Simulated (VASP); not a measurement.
Results of a VASP single-point calculation on C (strained diamond)

POSCAR

```
C
 1.0000000000000000
     0.0000000000000000    1.8157266254000000    1.7726397714000000
     1.8157266254000000    0.0000000000000000    1.7726397714000000
     1.8157266254000000    1.8157266254000000    0.0000000000000000
 C
   2
Cartesian
  0.0000000000000000  0.0000000000000000  0.0000000000000000
  0.9078633126999999  0.9078633126999999  0.8863198857000000
```

- gap between bands v and c: 3.62 eV
- least direct gap: 5.31 eV

Band v is the last that the valence electrons fill when counted band by band, and c is the next. Levels in eV from the top of v:

| point | v−1 | v | c | c+1 |
| --- | --- | --- | --- | --- |
| Γ | -0.36 | 0.00 | 5.31 | 5.62 |
| X | -6.59 | -6.59 | 4.89 | 4.89 |
| K | -9.65 | -6.00 | 5.25 | 10.38 |
| L | -3.35 | -2.92 | 8.08 | 8.41 |
| W | -8.67 | -8.67 | 10.65 | 10.65 |

Which of these levels of theory gave these results?
A. PBE
B. PBE0
C. PBE with spin–orbit coupling
D. PBEsol
E. r²SCAN
F. LDA
G. HSE06

E.

The INCAR was:

```
METAGGA = R2SCAN
ISMEAR = 0
LWAVE = .FALSE.
ENCUT = 520
NELM = 120
NSW = 0
ALGO = Normal
ISIF = 2
LELF = .TRUE.
LASPH = .TRUE.
EDIFF = 1E-7
LREAL = .FALSE.
SIGMA = 0.01
IBRION = -1
NBANDS = 11
LCHARG = .TRUE.
PREC = Accurate
```
